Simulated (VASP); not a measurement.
Calculation: PBEsol GGA, VASP's PBE PAW potentials (set 64) (plane waves; VASP).

A VASP calculation is set up with these files.

KPOINTS:
```
kpoints
0
G
 6 6 8
0 0 0
```

File POSCAR:
```
MgF2
1
    4.6251001902    -0.0000000000     0.0000000000
    0.0000000000     4.6251001902     0.0000000000
    0.0000000000     0.0000000000     3.0542140270
Mg F
2 4
Direct
  1.0000000000   0.0000000000   1.0000000000
  0.5000000000   0.5000000000   0.5000000000
  0.3030863562   0.3030863562   1.0000000000
  0.8030863562   0.1969136438   0.5000000000
  0.1969136438   0.8030863562   0.5000000000
  0.6969136438   0.6969136438   0.0000000000
```

**INCAR**
```
NEDOS  =  601   ! DOS grid
LREAL  =  F   ! projection in real space or not
ENCUT  =  520   ! plane-wave cut-off (eV)
ALGO  =  Normal   ! blocked Davidson
ISIF  =  2   ! forces and stress, cell fixed
NELM  =  100   ! most electronic steps
EDIFF  =  1E-7   ! SCF stop (eV)
LASPH  =  T   ! aspherical one-centre terms
LWAVE  =  F
GGA  =  PS
SYSTEM  =  MgF2
LORBIT  =  11   ! lm-projected
LCHARG  =  T
ISMEAR  =  -5
PREC  =  Accurate
```

POTCAR, in this order: Mg F (PBE.64 set). Program: vasp_std.

Output

### OSZICAR
```
       N       E                     dE             d eps       ncg     rms          rms(c)
DAV:   1     0.204065870230E+03    0.20407E+03   -0.18501E+04  2096   0.151E+03
DAV:   2    -0.250585614296E+02   -0.22912E+03   -0.22433E+03  2720   0.337E+02
DAV:   3    -0.346860277362E+02   -0.96275E+01   -0.96016E+01  2356   0.722E+01
DAV:   4    -0.347480408488E+02   -0.62013E-01   -0.62002E-01  2288   0.665E+00
DAV:   5    -0.347484039321E+02   -0.36308E-03   -0.36307E-03  2308   0.520E-01    0.900E+00
DAV:   6    -0.325836414250E+02    0.21648E+01   -0.90755E+00  2276   0.229E+01    0.296E+00
DAV:   7    -0.325831881567E+02    0.45327E-03   -0.89502E-02  2140   0.229E+00    0.183E+00
DAV:   8    -0.325988657463E+02   -0.15678E-01   -0.40956E-02  2268   0.247E+00    0.161E-01
DAV:   9    -0.325995614584E+02   -0.69571E-03   -0.28021E-03  2320   0.394E-01    0.698E-02
DAV:  10    -0.325997186890E+02   -0.15723E-03   -0.20138E-04  2228   0.122E-01    0.104E-02
DAV:  11    -0.325997200303E+02   -0.13412E-05   -0.17671E-05  2272   0.345E-02    0.619E-03
DAV:  12    -0.325997202137E+02   -0.18337E-06   -0.62799E-06  2268   0.201E-02    0.204E-03
DAV:  13    -0.325997201627E+02    0.50907E-07   -0.48743E-07  2168   0.570E-03
   1 F= -.32599720E+02 E0= -.32599720E+02  d E =0.000000E+00
```

**OUTCAR**
```
------------------------ aborting loop because EDIFF is reached ----------------------------------------
  FORCE on cell =-STRESS in cart. coord.  units (eV):
  Direction    XX          YY          ZZ          XY          YZ          ZX
  --------------------------------------------------------------------------------------
  Total        0.0137687      0.0137687      0.0171971     -0.0000000      0.0000000      0.0000000
  in kB        0.3376472      0.3376472      0.4217202     -0.0000000      0.0000000      0.0000000
  external PRESSURE =       0.3656715 kB  Pullay stress =       0.0000000 kB
  volume of cell :       65.33
      direct lattice vectors                 reciprocal lattice vectors
     4.625100190  0.000000000  0.000000000     0.216211532  0.000000000  0.000000000
     0.000000000  4.625100190  0.000000000     0.000000000  0.216211532  0.000000000
     0.000000000  0.000000000  3.054214027     0.000000000  0.000000000  0.327416478
 POSITION                                       TOTAL-FORCE (eV/Angst)
 -----------------------------------------------------------------------------------
      0.00000      0.00000      0.00000         0.000000      0.000000      0.000000
      2.31255      2.31255      1.52711         0.000000      0.000000      0.000000
      1.40180      1.40180      0.00000         0.007926      0.007926      0.000000
      3.71435      0.91075      1.52711         0.007926     -0.007926     -0.000000
      0.91075      3.71435      1.52711        -0.007926      0.007926      0.000000
      3.22330      3.22330      0.00000        -0.007926     -0.007926     -0.000000
 -----------------------------------------------------------------------------------
    total drift:                                0.000000     -0.000000     -0.000000
  FREE ENERGIE OF THE ION-ELECTRON SYSTEM (eV)
  ---------------------------------------------------
  free  energy   TOTEN  =       -32.5997201627 eV

  energy  without entropy=      -32.5997201627  energy(sigma->0) =      -32.59972016

 total charge

# of ion       s       p       d       tot
------------------------------------------
    1        0.126   0.160   0.078   0.364
    2        0.126   0.160   0.078   0.364
    3        1.728   4.417   0.000   6.145
    4        1.728   4.417   0.000   6.145
    5        1.728   4.417   0.000   6.145
    6        1.728   4.417   0.000   6.145
--------------------------------------------------
tot          7.166  17.987   0.156  25.309
```
(Selected blocks of OUTCAR.)

File OUTCAR:
```
 val. band max:       -1.3073338362   @ k =   0.0000   0.0000   0.0000

 cond. band min:       5.6104004529   @ k =   0.0000   0.0000   0.0000


 Fermi energy:        -1.2972825562

 k-point     1 :       0.0000    0.0000    0.0000
  band No.  band energies     occupation
      1     -21.9542      2.00000
      2     -21.1311      2.00000
      3     -21.1311      2.00000
      4     -21.0384      2.00000
      5      -5.4365      2.00000
      6      -3.8451      2.00000
      7      -3.4281      2.00000
      8      -3.4281      2.00000
      9      -3.2362      2.00000
     10      -3.2043      2.00000
     11      -2.5450      2.00000
     12      -2.5450      2.00000
     13      -2.0430      2.00000
     14      -1.6293      2.00000
     15      -1.6293      2.00000
     16      -1.3073      2.00000
     17       5.6104      0.00000
     18      10.7272      0.00000
     19      10.7272      0.00000
     20      12.2138      0.00000

 k-point     2 :       0.1667    0.0000    0.0000
  band No.  band energies     occupation
      1     -21.9086      2.00000
      2     -21.2212      2.00000
      3     -21.1186      2.00000
      4     -21.0131      2.00000
      5      -5.3324      2.00000
      6      -3.8073      2.00000
      7      -3.7821      2.00000
      8      -3.2754      2.00000
      9      -3.1935      2.00000
     10      -2.9272      2.00000
     11      -2.5956      2.00000
     12      -2.5120      2.00000
     13      -2.0768      2.00000
     14      -1.8777      2.00000
     15      -1.6506      2.00000
     16      -1.3765      2.00000
     17       5.9620      0.00000
     18      10.2457      0.00000
     19      10.9058      0.00000
     20      12.3193      0.00000

 k-point     3 :       0.3333    0.0000    0.0000
  band No.  band energies     occupation
      1     -21.7809      2.00000
      2     -21.3958      2.00000
      3     -21.0852      2.00000
      4     -21.0130      2.00000
      5      -5.0566      2.00000
...
```

The compound is MgF2 in the rutile structure. It was relaxed first.
